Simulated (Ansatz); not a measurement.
**Pd: single point with PBE**

Pd:

```
Pd
1.0
     0.00000    1.94650    1.94650
     1.94650    0.00000    1.94650
     1.94650    1.94650    0.00000
Pd
1
Direct
  0.00000 0.00000 0.00000
```

| Property | Result |
| --- | --- |
| Program | Ansatz 0.2.0 |
| Task | single point |
| Functional | PBE |
| Potentials or basis | Ansatz PAW |
| Cutoff | 500 eV |
| Density cutoff | 2000 eV |
| k mesh | 12 × 12 × 12 |
| Occupations | fermi-dirac, width 0.05 eV |
| Spin | no spin polarisation |

| Quantity | Value |
| --- | --- |
| Pressure | 6.9 GPa |
| Band gap on the k mesh | none (metal or under the smearing width) |

Levels at points of the mesh, in eV from the Fermi level:
```tsv
k point	band 5	band 6	band 7	band 8	band 9	band 10	band 11	band 12	band 13
(0.00, 0.00, 0.00)	-7.12	-2.82	-2.82	-2.82	-1.21	-1.21	17.04	21.75	21.75
(0.00, 0.00, -0.50)	-5.28	-2.87	-2.87	-0.01	-0.01	1.04	7.33	16.44	20.96
(0.00, -0.50, -0.50)	-5.37	-5.09	-0.03	0.31	0.31	3.37	10.76	13.20	13.20
```

Wall time 0.78 s on 2 threads of Arm Neoverse V1 (shared host), peak memory 0.26 GiB.
